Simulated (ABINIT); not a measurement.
**InP: single point with LDA**

**The experiment to reproduce.**

A printed reference work, data compilation reports, for a bulk crystal of InP at 1.6 K: band gap 1.4236 eV (direct).

InP:

```xyz
2
Lattice="0.0000 2.9305 2.9305 2.9305 0.0000 2.9305 2.9305 2.9305 0.0000" Properties=species:S:1:pos:R:3 pbc="T T T"
In    0.0000    0.0000    0.0000
P     4.3957    4.3957    4.3957
```

```
Program             : ABINIT 10.8.3 (patched build)
Task                : single point
Functional          : LDA
Potentials or basis : PseudoDojo NC SR LDA v0.4.1 standard
Cutoff              : 844 eV
k mesh              : 6 × 6 × 6
Occupations         : fermi-dirac, width 0.05 eV
Spin                : no spin polarisation
```

The band gap on the k mesh is 0.48 eV, direct and the valence electrons inside the program's atomic spheres are In 9.93; P 2.77.

Levels at points of the mesh, in eV from the valence-band top:
```
           k point  band 7  band 8  band 9  band 10  band 11  band 12
(0.00, 0.00, 0.00)    0.00    0.00    0.00     0.48     3.96     3.96
(0.50, 0.00, 0.00)   -5.84   -0.99   -0.99     1.31     4.70     4.70
(0.50, 0.50, 0.00)   -5.88   -2.36   -2.36     1.60     2.11     9.01
```

It took 19 s on 1 thread of Arm Neoverse V1 (shared host), peak memory 0.07 GiB.

A measured gap of InP is 1.4236 eV (direct; 1.6 K; a printed reference work, data compilation); the calculated 0.48 eV misses it by -0.94 eV. Spin-orbit coupling on In is left out. The value is that of LDA, without temperature or zero-point motion. Semilocal functionals fall short of measured gaps as a rule.

Caveat: spin-orbit coupling is left out, which moves the levels of the heavy elements.
